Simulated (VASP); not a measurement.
VASP 6.6.1 run: ZnS

INCAR

```
SIGMA = 0.02
NSW = 0
ISMEAR = -1
IBRION = -1
LWAVE = .FALSE.
PREC = Accurate
ENCUT = 520
EDIFF = 0.0001
LCHARG = .FALSE.
LDAUTYPE = 2
ISIF = 2
LDAUL = 2 -1
LDAU = .TRUE.
NELM = 120
LASPH = .TRUE.
LDAUJ = 0 0
LMAXMIX = 4
LREAL = .FALSE.
LDAUU = 2.0 0
GGA = PE
NBANDS = 16
```

KPOINTS

```
KPOINTS created by Atomic Simulation Environment
0
Monkhorst-Pack
8 8 8
0 0 0
```

POSCAR

```
Zn S
 1.0000000000000000
    -0.0852774290000000    2.6896309774999998    2.6896309774999998
     2.6896309774999998   -0.0852774290000000    2.6896309774999998
     2.6896309774999998    2.6896309774999998   -0.0852774290000000
 Zn  S
   1   1
Cartesian
 -0.0136697235645530 -0.0136697235645530 -0.0136697235645530
  1.3371658550645531  1.3371658550645531  1.3371658550645533
```

The recommended PBE PAW datasets give the neutral cell 18 valence electrons.

Command

```
mpirun -np 1 vasp_std
```

Question: How does this run end, and what does it give?

Answer: It converged. Results: gap between bands v and c on the k mesh 2.39 eV; least direct gap on the k mesh 2.45 eV; pressure -1.2 GPa. Band v is the last that the valence electrons fill when counted band by band, and c is the next.

OSZICAR

```
N       E                     dE             d eps       ncg     rms          rms(c)
DAV:   1     0.890033894539E+02    0.89003E+02   -0.88808E+03  1920   0.133E+03
DAV:   2    -0.109335036557E+01   -0.90097E+02   -0.84801E+02  2192   0.260E+02
DAV:   3    -0.700719661334E+01   -0.59138E+01   -0.58938E+01  2384   0.655E+01
DAV:   4    -0.706583254330E+01   -0.58636E-01   -0.58626E-01  2408   0.682E+00
DAV:   5    -0.706648744631E+01   -0.65490E-03   -0.65490E-03  2416   0.657E-01    0.685E+00
DAV:   6    -0.668969172449E+01    0.37680E+00   -0.65351E-01  2960   0.239E+01    0.521E+00
DAV:   7    -0.666962844613E+01    0.20063E-01   -0.19539E-01  2384   0.366E+00    0.253E+00
DAV:   8    -0.666982544322E+01   -0.19700E-03   -0.48327E-03  2144   0.644E-01    0.586E-01
DAV:   9    -0.667015585491E+01   -0.33041E-03   -0.10590E-03  2464   0.251E-01    0.938E-02
DAV:  10    -0.667030708035E+01   -0.15123E-03   -0.14018E-04  2320   0.146E-01    0.414E-02
DAV:  11    -0.667031362087E+01   -0.65405E-05   -0.37666E-05  1400   0.997E-02
   1 F= -.66703136E+01 E0= -.66703136E+01  d E =-.160064E-10
```

Standard output (part)

```
POSCAR found type information on POSCAR ZnS
 POSCAR found :  2 types and       2 ions
 LDA part: xc-table for (Slater+PW92), standard interpolation
 POSCAR, INCAR and KPOINTS ok, starting setup
 WAVECAR not read
 entering main loop
```

The shifted mesh misses Γ, so a band edge there is missed.

For comparison, a separate PBE run of the intended cell, on usual settings and not on those above, gives a gap of 1.81 eV on its mesh and a pressure of -0.6 GPa.
